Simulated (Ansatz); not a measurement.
Band table of Pb

```xyz
1
Lattice="0.0000 2.4948 2.4948 2.4948 0.0000 2.4948 2.4948 2.4948 0.0000" Properties=species:S:1:pos:R:3 pbc="T T T"
Pb    0.0000    0.0000    0.0000
```

The cell is the one relaxed in the Materials Project (mp-20483), not relaxed further here; entries there can be hypothetical.

No spin–orbit coupling, which matters for the heavy atoms here.

Computed with DFT, PBE, all-electron LAPW, scalar-relativistic (Ansatz 0.2.0).

The runs use a Γ-centred 13×13×13 k mesh, Fermi–Dirac smearing of 0.05 eV, basis error target 1 meV/atom, no spin polarisation.

Path points, in fractions of the reciprocal vectors: Γ (0.000, 0.000, 0.000), X (0.500, 0.000, 0.500), U (0.625, 0.250, 0.625), K (0.375, 0.375, 0.750), L (0.500, 0.500, 0.500), W (0.500, 0.250, 0.750). Levels in eV from the Fermi level; bands 12 to 20, counted from the lowest band of the run. The gap is zero.

```
# k(1/Å) point b12 b13 b14 b15 b16 b17 b18 b19 b20
0.000 Γ -17.13 -17.13 -17.13 -17.00 -17.00 -11.65 7.17 7.17 7.17
0.252 - -17.15 -17.11 -17.11 -17.02 -16.99 -11.40 5.74 6.20 6.20
0.504 - -17.18 -17.06 -17.04 -17.04 -16.96 -10.66 3.37 4.57 4.57
0.756 - -17.23 -17.12 -16.95 -16.95 -16.93 -9.43 0.75 3.17 3.17
1.007 - -17.27 -17.18 -16.90 -16.87 -16.87 -7.87 -1.81 2.27 2.27
1.259 X -17.28 -17.20 -16.89 -16.84 -16.84 -6.80 -3.25 1.96 1.96
1.348 - -17.28 -17.19 -16.89 -16.85 -16.84 -6.80 -3.21 1.64 1.99
1.437 - -17.26 -17.19 -16.90 -16.86 -16.85 -6.79 -3.09 0.93 2.10
1.526 - -17.25 -17.17 -16.91 -16.88 -16.86 -6.79 -2.90 0.12 2.29
1.615 - -17.23 -17.14 -16.92 -16.91 -16.87 -6.81 -2.63 -0.63 2.54
1.705 U -17.21 -17.10 -16.94 -16.94 -16.88 -6.88 -2.28 -1.25 2.86
1.859 - -17.19 -17.08 -16.98 -16.95 -16.88 -6.96 -2.17 -1.21 2.36
2.013 - -17.14 -17.08 -17.03 -16.96 -16.87 -7.01 -2.23 -0.73 1.51
2.167 - -17.14 -17.08 -17.03 -16.96 -16.87 -7.01 -2.23 -0.73 1.51
2.321 - -17.19 -17.08 -16.98 -16.95 -16.88 -6.96 -2.17 -1.21 2.36
2.476 K -17.21 -17.10 -16.94 -16.94 -16.88 -6.88 -2.28 -1.25 2.86
2.743 - -17.16 -17.03 -16.99 -16.98 -16.94 -7.73 -1.83 -0.86 4.15
3.010 - -17.12 -17.10 -17.02 -17.00 -16.93 -9.21 -0.58 1.08 5.74
3.277 - -17.13 -17.09 -17.07 -17.03 -16.95 -10.53 1.81 3.42 7.01
3.544 - -17.13 -17.11 -17.11 -17.01 -16.99 -11.37 4.87 5.88 7.26
3.811 Γ -17.13 -17.13 -17.13 -17.00 -17.00 -11.65 7.17 7.17 7.17
4.029 - -17.13 -17.12 -17.12 -17.00 -17.00 -11.47 5.18 6.94 6.94
4.248 - -17.13 -17.10 -17.10 -16.99 -16.99 -10.90 2.12 6.43 6.43
4.466 - -17.14 -17.10 -17.10 -16.94 -16.94 -9.99 -0.73 5.90 5.90
4.684 - -17.15 -17.12 -17.12 -16.89 -16.89 -8.86 -3.06 5.52 5.52
4.902 L -17.15 -17.12 -17.12 -16.88 -16.88 -8.16 -4.16 5.38 5.38
5.080 - -17.14 -17.12 -17.10 -16.89 -16.88 -8.07 -4.01 4.20 5.01
5.258 - -17.13 -17.12 -17.05 -16.93 -16.88 -7.79 -3.58 2.24 3.88
5.436 - -17.13 -17.10 -16.99 -16.99 -16.88 -7.37 -2.89 0.44 2.42
5.614 - -17.13 -17.08 -17.04 -16.96 -16.86 -6.92 -2.02 -0.88 1.02
5.792 W -17.12 -17.07 -17.07 -16.96 -16.84 -6.70 -1.39 -1.39 0.22
5.918 - -17.14 -17.13 -17.00 -16.95 -16.84 -6.71 -2.03 -0.65 0.33
6.044 - -17.20 -17.15 -16.94 -16.93 -16.84 -6.74 -2.55 0.15 0.66
6.170 - -17.24 -17.18 -16.91 -16.89 -16.84 -6.77 -2.93 0.97 1.15
6.296 - -17.27 -17.19 -16.89 -16.86 -16.84 -6.80 -3.17 1.66 1.69
6.422 X -17.28 -17.20 -16.89 -16.84 -16.84 -6.80 -3.25 1.96 1.96
```
